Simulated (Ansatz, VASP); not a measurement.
One calculation of MgS (Niningerite), two programs

```
CELL_PARAMETERS angstrom
0.00000 2.60165 2.60165
2.60165 0.00000 2.60165
2.60165 2.60165 0.00000
ATOMIC_POSITIONS crystal
S 0.50000 0.50000 0.50000
Mg 0.00000 0.00000 0.00000
```

Alike in both runs: task relaxation of cell and atoms; functional PBE; dispersion D4; k mesh 9 × 9 × 9; occupations fermi-dirac, width 0.05 eV; no spin polarisation.

|  | VASP | Ansatz |
| --- | --- | --- |
| version | VASP 6.6.1 | Ansatz 0.2.0 |
| potentials or method | VASP PAW PBE potentials, release 64 (S, Mg) | Ansatz PAW |
| plane-wave cutoff (eV) | 600 | 420 |
| valence electrons in the cell | 8 | 16 |

```tsv
	VASP	Ansatz	Ansatz less VASP
gap on the k mesh at the Fermi level, each at its own relaxed structure (eV)	2.95	2.96	+0.005
relaxed volume (Å³/atom)	17.23	17.28	+0.060
relaxed cell length with the largest relative difference (Å)	3.652	3.657	+0.0042
energy change over the relaxation (meV/atom)	-2	-1	+0.6
```

The two sets of potentials don't hold the same shells in valence.

Caveats: an odd mesh through Γ misses points on the zone boundary, where band edges often lie (VASP); odd divisions of the mesh miss points on the zone boundary, where band edges often lie, so the gap on the mesh can be too wide (Ansatz); the plane-wave basis is chosen anew once the cell has moved, so the energies of steps on either side of that aren't comparable (Ansatz).
